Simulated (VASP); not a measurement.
**VASP 6.6.1 run: KCl**

INCAR

```
LREAL = .FALSE.
EDIFF = 0.0001
NBANDS = 15
IBRION = -1
GGA = CA
ISIF = 2
LCHARG = .FALSE.
NELM = 120
LWAVE = .FALSE.
NSW = 0
ISMEAR = 0
SIGMA = 0.01
LASPH = .TRUE.
PREC = Accurate
ENCUT = 520
```

KPOINTS

```
KPOINTS created by Atomic Simulation Environment
0
Gamma
12 12 12
0 0 0
```

POSCAR

```
K  Cl
 1.0000000000000000
     0.0000000000000000    3.1448483195468158    3.1448483195468158
     3.1448483195468158    0.0000000000000000    3.1448483195468158
     3.1448483195468158    3.1448483195468158    0.0000000000000000
 K   Cl
   1   1
Cartesian
 -0.0000000000000000 -0.0000000000000000 -0.0000000000000000
  3.1448483195468158  3.1448483195468158  3.1448483195468158
```

The recommended LDA PAW datasets give the neutral cell 16 valence electrons.

Command

```
mpirun -np 1 vasp_std
```

OSZICAR

```
N       E                     dE             d eps       ncg     rms          rms(c)
DAV:   1     0.108073296715E+03    0.10807E+03   -0.70787E+03  2160   0.960E+02
DAV:   2    -0.713362210466E+00   -0.10879E+03   -0.99435E+02  2807   0.252E+02
DAV:   3    -0.744267686173E+01   -0.67293E+01   -0.66916E+01  2944   0.536E+01
DAV:   4    -0.766557240102E+01   -0.22290E+00   -0.22282E+00  3408   0.960E+00
DAV:   5    -0.766753401441E+01   -0.19616E-02   -0.19616E-02  3014   0.965E-01    0.344E+00
DAV:   6    -0.739885429828E+01    0.26868E+00   -0.36721E-01  2748   0.322E+00    0.276E+00
DAV:   7    -0.737143223932E+01    0.27422E-01   -0.63267E-02  2979   0.154E+00    0.161E+00
DAV:   8    -0.737082909333E+01    0.60315E-03   -0.10965E-02  3161   0.786E-01    0.239E-01
DAV:   9    -0.737079115737E+01    0.37936E-04   -0.56206E-04  2734   0.139E-01
   1 F= -.73707912E+01 E0= -.73707912E+01  d E =-.103703-101
```

From OUTCAR

```
k-points           NKPTS =     72   k-points in BZ     NKDIM =     72   number of bands    NBANDS=     15

   NELECT =      16.0000    total number of electrons

   dimension x,y,z NGX =    36 NGY =   36 NGZ =   36
   dimension x,y,z NGXF=    72 NGYF=   72 NGZF=   72

  energy-cutoff  :      520.00
  volume of cell :       62.21
      direct lattice vectors                 reciprocal lattice vectors
     0.000000000  3.144848320  3.144848320    -0.158990180  0.158990180  0.158990180
     3.144848320  0.000000000  3.144848320     0.158990180 -0.158990180  0.158990180
     3.144848320  3.144848320  0.000000000     0.158990180  0.158990180 -0.158990180

 k-points in reciprocal lattice and weights: KPOINTS created by Atomic Simulation Env
   0.00000000  0.00000000  0.00000000       0.001
   0.08333333  0.00000000  0.00000000       0.005
   0.16666667  0.00000000  0.00000000       0.005
   0.25000000  0.00000000  0.00000000       0.005
   0.33333333  0.00000000  0.00000000       0.005
   0.41666667  0.00000000  0.00000000       0.005
   0.50000000  0.00000000  0.00000000       0.002
   0.08333333  0.08333333  0.00000000       0.003
   ...

 E-fermi :  -1.9327

 k-point     1 :       0.0000    0.0000    0.0000
  band No.  band energies     occupation
      1     -28.9097      2.00000
      2     -14.1101      2.00000
      3     -12.6071      2.00000
      4     -12.6071      2.00000
      5     -12.6071      2.00000
      6      -2.0822      2.00000
      7      -2.0822      2.00000
      8      -2.0822      2.00000
      9       2.6645      0.00000
     10       6.0033      0.00000
     11       6.0033      0.00000
     12       6.0033      0.00000
     13       6.9397      0.00000
     14       6.9397      0.00000
     15      10.3760      0.00000

 k-point     2 :       0.0833    0.0000    0.0000
  band No.  band energies     occupation
      1     -28.9089      2.00000
      2     -14.1249      2.00000
      3     -12.6078      2.00000
      4     -12.6078      2.00000
      5     -12.5886      2.00000
      6      -2.1812      2.00000
      7      -2.1072      2.00000
      8      -2.1072      2.00000
      9       2.8444      0.00000
     10       5.9329      0.00000
     11       6.0925      0.00000
     12       6.0925      0.00000
     13       7.0367      0.00000
     14       7.0367      0.00000
     15      10.6675      0.00000

 k-point     3 :       0.1667    0.0000    0.0000
  band No.  band energies     occupation
      1     -28.9067      2.00000
      2     -14.1638      2.00000
      3     -12.6097      2.00000
      4     -12.6097      2.00000
      5     -12.5397      2.00000
      6      -2.4273      2.00000
      7      -2.1740      2.00000
      8      -2.1740      2.00000
      9       3.3220      0.00000
     10       5.8028      0.00000
     11       6.3533      0.00000
     12       6.3533      0.00000
     13       7.3171      0.00000
     14       7.3171      0.00000
     15      11.3772      0.00000

 ...

  Total       -0.7242284     -0.7242284     -0.7242284     -0.0000000      0.0000000      0.0000000
  in kB      -18.6533581    -18.6533581    -18.6533581     -0.0000000      0.0000000      0.0000000
  external PRESSURE =     -18.6533581 kB  Pullay stress =       0.0000000 kB

 POSITION                                       TOTAL-FORCE (eV/Angst)
 -----------------------------------------------------------------------------------
      0.00000      0.00000      0.00000         0.000000      0.000000      0.000000
      3.14485      3.14485      3.14485        -0.000000     -0.000000     -0.000000
 -----------------------------------------------------------------------------------
    total drift:                                0.000000      0.000000      0.000000

  FREE ENERGIE OF THE ION-ELECTRON SYSTEM (eV)
  ---------------------------------------------------
  free  energy   TOTEN  =        -7.3707911574 eV

  energy  without entropy=       -7.3707911574  energy(sigma->0) =       -7.37079116
```

It converged. Results: gap between bands v and c on the k mesh 4.75 eV; least direct gap on the k mesh 4.75 eV; pressure -1.9 GPa. Band v is the last that the valence electrons fill when counted band by band, and c is the next.

For comparison, a separate LDA run of the intended cell, on usual settings and not on those above, gives a gap of 4.75 eV on its mesh and a pressure of -1.9 GPa.

The run above took about 41 s on one core of a shared host (Intel Xeon Platinum 8488C) and held 0.2 GiB at most.
